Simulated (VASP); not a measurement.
A VASP 6.6.1 single-point calculation on SiC

INCAR

```
IVDW = 12
NSW = 0
LWAVE = .FALSE.
LCHARG = .FALSE.
PREC = High
IMIX = 1
EDIFF = 1E-7
GGA = PE
LASPH = .TRUE.
IBRION = -1
ISIF = 2
LREAL = .FALSE.
AMIX = 0.4
NBANDS = 11
NELM = 60
SIGMA = 0.02
ISMEAR = -1
ENCUT = 520
```

KPOINTS

```
KPOINTS created by Atomic Simulation Environment
0
Gamma
10 10 10
0 0 0
```

POSCAR

```
Si C
 1.0000000000000000
     0.0453034888750000    2.1780523502750002    2.1780523502744802
     2.1780523502750002    0.0453034888750000    2.1780523502744802
     2.2233558390999999    2.2233558390999999   -0.0000000000510401
 Si  C
   1   1
Cartesian
  0.0000000000000925  0.0000000000000925  0.0080623494844211
  1.1116779195624076  1.1116779195624076  1.0809638256400591
```

The recommended PBE PAW datasets give the neutral cell 8 valence electrons.

Command

```
mpirun -np 1 vasp_std
```

Question: How does this run end, and what does it give?

Answer: It converged. Results: gap between bands v and c on the k mesh 1.07 eV; least direct gap on the k mesh 4.08 eV; pressure -0.9 GPa; largest force 0.04 eV/Å. Band v is the last that the valence electrons fill when counted band by band, and c is the next.

OSZICAR

```
N       E                     dE             d eps       ncg     rms          rms(c)
DAV:   1     0.340371347814E+01    0.34037E+01   -0.39262E+03  3922   0.613E+02
DAV:   2    -0.162992660425E+02   -0.19703E+02   -0.18854E+02  4647   0.110E+02
DAV:   3    -0.168927693041E+02   -0.59350E+00   -0.59245E+00  4640   0.158E+01
DAV:   4    -0.168950392951E+02   -0.22700E-02   -0.22699E-02  4293   0.124E+00
DAV:   5    -0.168950494256E+02   -0.10131E-04   -0.10130E-04  4654   0.770E-02    0.883E+00
DAV:   6    -0.150875004345E+02    0.18075E+01   -0.65123E+00  4227   0.114E+01    0.391E+00
DAV:   7    -0.150409661674E+02    0.46534E-01   -0.31427E-01  4539   0.333E+00    0.208E+00
DAV:   8    -0.150320843327E+02    0.88818E-02   -0.71422E-03  4422   0.567E-01    0.119E+00
DAV:   9    -0.150296959032E+02    0.23884E-02   -0.15145E-03  4558   0.270E-01    0.709E-01
DAV:  10    -0.150291913674E+02    0.50454E-03   -0.54034E-04  4311   0.173E-01    0.422E-01
DAV:  11    -0.150291515660E+02    0.39801E-04   -0.20253E-04  4395   0.110E-01    0.251E-01
DAV:  12    -0.150291948221E+02   -0.43256E-04   -0.79537E-05  4263   0.704E-02    0.149E-01
DAV:  13    -0.150292343412E+02   -0.39519E-04   -0.32295E-05  4317   0.455E-02    0.892E-02
DAV:  14    -0.150292586858E+02   -0.24345E-04   -0.13435E-05  4266   0.296E-02    0.535E-02
DAV:  15    -0.150292717567E+02   -0.13071E-04   -0.56961E-06  4299   0.193E-02    0.323E-02
DAV:  16    -0.150292782942E+02   -0.65374E-05   -0.24511E-06  4269   0.126E-02    0.196E-02
DAV:  17    -0.150292814187E+02   -0.31246E-05   -0.10661E-06  4299   0.830E-03    0.121E-02
DAV:  18    -0.150292828606E+02   -0.14419E-05   -0.46729E-07  4272   0.547E-03    0.747E-03
DAV:  19    -0.150292835043E+02   -0.64368E-06   -0.20598E-07  4287   0.361E-03    0.467E-03
DAV:  20    -0.150292837808E+02   -0.27650E-06   -0.91058E-08  3949   0.239E-03    0.295E-03
DAV:  21    -0.150292838933E+02   -0.11251E-06   -0.40223E-08  2713   0.159E-03    0.187E-03
DAV:  22    -0.150292839352E+02   -0.41906E-07   -0.18812E-08  2094   0.113E-03
   1 F= -.15632552E+02 E0= -.15632552E+02  d E =-.956461E-11
```

For comparison, a separate PBE run of the intended cell, on usual settings and not on those above, gives a gap of 1.07 eV on its mesh and a pressure of 3.8 GPa.
